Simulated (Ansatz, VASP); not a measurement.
## P in VASP and in Ansatz

run.py

```python
from ase.calculators.vasp import Vasp
from ase.dft.bandgap import bandgap
from ase.io import read

atoms = read('P.cif', primitive_cell=True, subtrans_included=False)
calc = Vasp(
    directory='calc',
    xc='pbesol',
    pp='PBE',
    setups='materialsproject',
    prec='Accurate',
    encut=520,
    ediff=1e-07,
    ismear=0,
    sigma=0.05,
    lreal=False,
    lasph=True,
    nelm=100,
    algo='Normal',
    isif=2,
    lwave=False,
    lcharg=True,
    lelf=True,
    lvhar=True,
    kpts=[4, 4, 5],
    gamma=True,
    nbands=30,
)
atoms.calc = calc

print('energy (eV):', atoms.get_potential_energy())
print('free energy (eV):', atoms.get_potential_energy(force_consistent=True))
print('forces (eV/A):')
print(atoms.get_forces())
print('stress (eV/A^3, Voigt):', atoms.get_stress())
print('Fermi level (eV):', calc.get_fermi_level())
gap, top, bottom = bandgap(calc)
print('band gap (eV):', gap, 'from (spin, k, band)', top, 'to', bottom)
```

Contents of P.cif:

```cif
data_P
_cell_length_a 9.65593579
_cell_length_b 8.58494733
_cell_length_c 5.58067091
_cell_angle_alpha 90.00000000
_cell_angle_beta 90.24355638
_cell_angle_gamma 90.00000000
_space_group_name_H-M_alt 'C2/m'
_space_group_name_Hall '-C 2y'
_space_group_IT_number 12
loop_
_space_group_symop_operation_xyz
'x,y,z'
'-x,-y,-z'
'-x,y,-z'
'x,-y,z'
'x+1/2,y+1/2,z'
'-x+1/2,-y+1/2,-z'
'-x+1/2,y+1/2,-z'
'x+1/2,-y+1/2,z'
loop_
_atom_site_label
_atom_site_type_symbol
_atom_site_symmetry_multiplicity
_atom_site_Wyckoff_symbol
_atom_site_fract_x
_atom_site_fract_y
_atom_site_fract_z
_atom_site_occupancy
P1 P 8 j 0.6474130750 0.8729257850 0.2534856300 1
P2 P 4 i 0.2850231800 0.0000000000 0.4280157100 1
P3 P 4 i 0.1567541300 0.0000000000 0.7489777000 1
```

The input input.yaml:

```yaml
crystal:
  lattice:
    - [4.8279678941, -4.2924736644, 0.0]
    - [4.8279678941, 4.2924736644, 0.0]
    - [-0.0237225834, 0.0, 5.5806204931]
  atoms:
    - { symbol: P, position: [0.77448729, 0.52033886, 0.25348563] }
    - { symbol: P, position: [0.47966114, 0.22551271, 0.74651437] }
    - { symbol: P, position: [0.22551271, 0.47966114, 0.74651437] }
    - { symbol: P, position: [0.52033886, 0.77448729, 0.25348563] }
    - { symbol: P, position: [0.28502318, 0.28502318, 0.42801571] }
    - { symbol: P, position: [0.71497682, 0.71497682, 0.57198429] }
    - { symbol: P, position: [0.15675413, 0.15675413, 0.7489777] }
    - { symbol: P, position: [0.84324587, 0.84324587, 0.2510223] }
hamiltonian:
  xc: pbesol
  pseudopotentials: { kind: paw }
kpoints:
  mp_grid: { grid: [4, 4, 5] }
scf:
  occupations: { method: gaussian, width: 0.05 }
output:
  forces: true
  stress: true
  eigenvalues: true
  write_density: true
  write_potential: true
  elf: true
  volumetric_format: npy
```

This isn't the form of P at room conditions, which is orthorhombic.

Alike in both runs: task single point; functional PBEsol; k mesh 4 × 4 × 5; occupations gaussian, width 0.05 eV; no spin polarisation.

```csv
,VASP,Ansatz
version,VASP 6.6.1,Ansatz 0.2.0
potentials or method,"VASP PAW PBE potentials, release 64 (P)",Ansatz PAW
plane-wave cutoff (eV),520,420
valence electrons in the cell,40,40
```

Ansatz gave:

* gap on the k mesh at the Fermi level (eV): 3.10
* least direct gap on the mesh (eV): 3.41
* pressure (GPa): 0.7
* rms of the force components (eV/Å): 0.318

Q: Which values does VASP return?

A: gap on the k mesh at the Fermi level (eV): 3.09; least direct gap on the mesh (eV): 3.42; pressure (GPa): 0.5; rms of the force components (eV/Å): 0.267.

Atom by atom the forces differ by 0.051 eV/Å (rms over components). With one functional, cell and mesh, what is left measures potentials, basis and numerics.

Caveats: the PAW data sets were made with another functional, which shifts forces and pressure a little (VASP); an odd mesh through Γ misses points on the zone boundary, where band edges often lie (VASP); odd divisions of the mesh miss points on the zone boundary, where band edges often lie, so the gap on the mesh can be too wide (Ansatz); the PAW data sets come from PBE, with cores solved anew for the run's functional, which leaves a small shift of forces and pressure (Ansatz).
